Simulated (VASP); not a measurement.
ZnS: single point with PBE

ZnS:

```
CELL_PARAMETERS angstrom
3.82270 0.00000 0.00000
-1.91135 3.31056 0.00000
0.00000 0.00000 12.52000
ATOMIC_POSITIONS crystal
Zn 0.98510 0.92049 0.00002
Zn 0.99877 0.97060 0.50484
Zn 0.31588 0.70495 0.25055
Zn 0.61914 0.28602 0.75184
S 0.00544 0.03468 0.18837
S 0.01660 0.01022 0.69003
S 0.32537 0.72129 0.43288
S 0.73370 0.35176 0.93147
```

The cell isn't the ideal one: all atoms moved at random, sigma 0.15 Å a component.

| Item | Value |
| --- | --- |
| Program | VASP 6.6.1 |
| Task | single point |
| Functional | PBE |
| Potentials or basis | VASP PAW PBE potentials, release 64 (Zn, S) |
| Cutoff | 520 eV |
| k mesh | 8 × 8 × 3 |
| Occupations | fermi-dirac, width 0.05 eV |
| Spin | no spin polarisation |

The pressure is 4.2 GPa, the largest force is 2.862 eV/Å and the band gap on the k mesh is 2.00 eV, direct.

Forces in eV/Å, atoms in the order of the input:
```
Zn  -0.065  2.703  0.939
Zn  -1.709  1.091  0.266
Zn   0.527 -0.092 -0.160
Zn   1.314  1.037  0.082
S   -0.468 -0.005 -0.603
S   -1.383 -0.974 -0.581
S    1.893 -1.150  0.144
S   -0.108 -2.610 -0.087
```

Stress tensor (GPa, compression positive):
```
 4.51 -1.43 -0.08
-1.43  4.30  3.14
-0.08  3.14  3.65
```

Levels at points of the mesh, in eV from the valence-band top:
```
           k point  band 34  band 35  band 36  band 37  band 38  band 39
(0.00, 0.00, 0.00)    -0.17    -0.12     0.00     2.00     3.10     3.31
(0.50, 0.00, 0.00)    -1.40    -1.21    -0.77     2.92     3.16     3.69
(0.00, 0.50, 0.00)    -1.56    -1.08    -0.90     2.87     3.22     3.52
(0.50, 0.50, 0.00)    -1.53    -1.25    -0.76     3.00     3.17     3.60
```

It took 12 min on 1 thread of AMD EPYC 7R13 Processor (Zen 3), with other jobs on the host, peak memory 0.58 GiB.

Caveat: an odd mesh through Γ misses points on the zone boundary, where band edges often lie; forces of over 1 eV/Å show positions far from the minimum, so gaps and moduli don't describe the material at rest.
